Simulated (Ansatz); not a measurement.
**Bands of N**

```xyz
2
Lattice="3.6290 0.0000 0.0000 -1.8145 3.1428 0.0000 0.0000 0.0000 5.8900" Properties=species:S:1:pos:R:3 pbc="T T T"
N     0.0000    2.0952    1.4725
N     1.8145    1.0476    4.4175
```

Atom numbers follow the list: N1, N2.

The geometry is COD entry 1539196, unchecked; take it as a test cell.

These are results of DFT, PBE, all-electron LAPW, scalar-relativistic in Ansatz 0.2.0, not measurements.

Numerical set-up: a Γ-centred 10×10×5 k mesh, Fermi–Dirac smearing of 0.02 eV, basis error target 0.5 meV/atom, no spin polarisation.

Points in fractions of the reciprocal vectors of this cell: Γ (0, 0, 0), M (0.5, 0, 0), K (0.333, 0.333, 0), A (0, 0, 0.5), L (0.5, 0, 0.5), H (0.333, 0.333, 0.5). The path joins them by straight lines in the order Γ–M–K–Γ–A–L–H–A–L; legs that retrace an earlier one aren't tabulated. Energies are in eV from the Fermi level.

**Question.** Metal or insulator at this level of theory?

**Answer.** No gap opens: metallic or semimetallic.

**Question.** Tabulate bands 1 to 7, counted from the lowest band of the run, along the path.

**Answer.** 
```csv
k (1/Å),point,band 1,band 2,band 3,band 4,band 5,band 6,band 7
0.00,Γ,-11.96,-11.64,-0.93,0.28,0.28,0.41,0.41
0.25,,-11.92,-11.62,-0.85,0.12,0.24,0.24,0.40
0.50,,-11.82,-11.58,-0.66,-0.28,-0.10,0.14,0.34
0.75,,-11.70,-11.55,-0.66,-0.41,-0.40,0.05,0.23
1.00,M,-11.64,-11.54,-0.81,-0.52,-0.26,0.01,0.14
1.14,,-11.64,-11.54,-0.78,-0.50,-0.25,-0.03,0.13
1.29,,-11.62,-11.54,-0.72,-0.45,-0.20,-0.15,0.10
1.43,,-11.59,-11.55,-0.63,-0.38,-0.29,-0.13,-0.03
1.58,K,-11.57,-11.57,-0.58,-0.35,-0.35,-0.11,-0.04
1.87,,-11.65,-11.54,-0.59,-0.42,-0.28,-0.13,0.06
2.15,,-11.78,-11.56,-0.58,-0.31,-0.25,0.11,0.26
2.44,,-11.91,-11.61,-0.83,0.09,0.14,0.26,0.38
2.73,Γ,-11.96,-11.64,-0.93,0.28,0.28,0.41,0.41
2.86,,-11.95,-11.65,-0.88,0.29,0.29,0.37,0.41
3.00,,-11.91,-11.69,-0.75,0.20,0.30,0.30,0.39
3.13,,-11.86,-11.74,-0.55,-0.04,0.32,0.32,0.37
3.26,A,-11.80,-11.80,-0.31,-0.31,0.35,0.35,0.35
3.51,,-11.77,-11.77,-0.33,-0.33,0.25,0.25,0.32
3.76,,-11.70,-11.70,-0.48,-0.48,0.12,0.12,0.25
4.01,,-11.63,-11.63,-0.73,-0.73,0.12,0.12,0.18
4.26,L,-11.59,-11.59,-0.84,-0.84,0.13,0.13,0.15
4.41,,-11.59,-11.59,-0.81,-0.81,0.04,0.04,0.19
4.55,,-11.58,-11.58,-0.75,-0.75,-0.10,-0.10,0.22
4.70,,-11.57,-11.57,-0.66,-0.66,-0.27,-0.27,0.24
4.84,H,-11.57,-11.57,-0.60,-0.60,-0.35,-0.35,0.24
5.13,,-11.59,-11.59,-0.67,-0.67,-0.14,-0.14,0.22
5.42,,-11.67,-11.67,-0.52,-0.52,0.08,0.08,0.21
5.71,,-11.76,-11.76,-0.34,-0.34,0.22,0.22,0.30
6.00,A,-11.80,-11.80,-0.31,-0.31,0.35,0.35,0.35
```
